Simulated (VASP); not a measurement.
A VASP 6.6.1 single-point calculation on BaHfO₃

INCAR

```
ISIF = 2
EDIFF = 1E-7
ENCUT = 520
LCHARG = .FALSE.
LASPH = .TRUE.
PREC = Accurate
NSW = 0
NELM = 81
IBRION = -1
SIGMA = 0.02
ISMEAR = -1
LREAL = .FALSE.
LWAVE = .FALSE.
MAGMOM = 2 2 2 2 -2
ISPIN = 2
NBANDS = 27
GGA = PE
```

KPOINTS

```
KPOINTS created by Atomic Simulation Environment
0
Monkhorst-Pack
6 6 6
0 0 0
```

POSCAR

```
Ba Hf O
 1.0000000000000000
     4.1352881831000001    0.0000000000000000    0.0000000000000000
     0.0000000000000000    4.1352881831000001    0.0000000000000000
     0.0000000000000000    0.0000000000000000    4.1352881831000001
 Ba  Hf  O
   1   1   3
Cartesian
  0.0000000000000000  0.0000000000000000  0.0000000000000000
  2.0676440915499996  2.0676440915499996  2.0676440915499996
  2.0676440915499996  2.0676440915499996  0.0000000000000000
  2.0676440915499996  0.0000000000000000  2.0676440915499996
  0.0000000000000000  2.0676440915499996  2.0676440915499996
```

The recommended PBE PAW datasets give the neutral cell 38 valence electrons.

Command

```
mpirun -np 1 vasp_std
```

OSZICAR

```
N       E                     dE             d eps       ncg     rms          rms(c)
DAV:   1     0.219370026418E+03    0.21937E+03   -0.20948E+04  1944   0.137E+03
DAV:   2    -0.325593267298E+02   -0.25193E+03   -0.24435E+03  2399   0.317E+02
DAV:   3    -0.447020280498E+02   -0.12143E+02   -0.12083E+02  2566   0.656E+01
DAV:   4    -0.448858024453E+02   -0.18377E+00   -0.18356E+00  2604   0.743E+00
DAV:   5    -0.448903167323E+02   -0.45143E-02   -0.45137E-02  2550   0.842E-01    0.669E+01
DAV:   6    -0.433176754782E+02    0.15726E+01   -0.32415E+01  2215   0.337E+01    0.532E+01
DAV:   7    -0.434798535169E+02   -0.16218E+00   -0.23052E+00  2407   0.887E+00    0.343E+01
DAV:   8    -0.435079655152E+02   -0.28112E-01   -0.39460E-01  2201   0.465E+00    0.111E+01
DAV:   9    -0.434704290092E+02    0.37537E-01   -0.67047E-02  2474   0.172E+00    0.207E+00
DAV:  10    -0.434690579908E+02    0.13710E-02   -0.14378E-02  2283   0.773E-01    0.711E-01
DAV:  11    -0.434694910989E+02   -0.43311E-03   -0.19790E-03  2351   0.304E-01    0.243E-01
DAV:  12    -0.434695816625E+02   -0.90564E-04   -0.16931E-04  2453   0.847E-02    0.400E-02
DAV:  13    -0.434696038778E+02   -0.22215E-04   -0.11779E-05  2395   0.230E-02    0.203E-02
DAV:  14    -0.434696190640E+02   -0.15186E-04   -0.10910E-05  2280   0.211E-02    0.202E-02
DAV:  15    -0.434696237056E+02   -0.46416E-05   -0.50751E-06  2395   0.141E-02    0.505E-03
DAV:  16    -0.434696238977E+02   -0.19210E-06   -0.53254E-07  2692   0.425E-03    0.554E-03
DAV:  17    -0.434696237460E+02    0.15168E-06   -0.11185E-07  1916   0.204E-03    0.355E-03
DAV:  18    -0.434696236917E+02    0.54274E-07   -0.12951E-08  1155   0.732E-04
   1 F= -.43469624E+02 E0= -.43469624E+02  d E =-.559116E-11  mag=    -0.0000
```

It converged. Results: pressure 8.4 GPa; magnetic moment of the cell 0.00 μB.

The shifted mesh misses Γ, so a band edge there is missed.

For comparison, a separate PBE run of the intended cell, on usual settings and not on those above, gives a gap of 3.63 eV on its mesh and a pressure of 8.4 GPa.

The run above took about 49 s on one core of a shared host (Intel Xeon Platinum 8488C) and held 0.24 GiB at most.
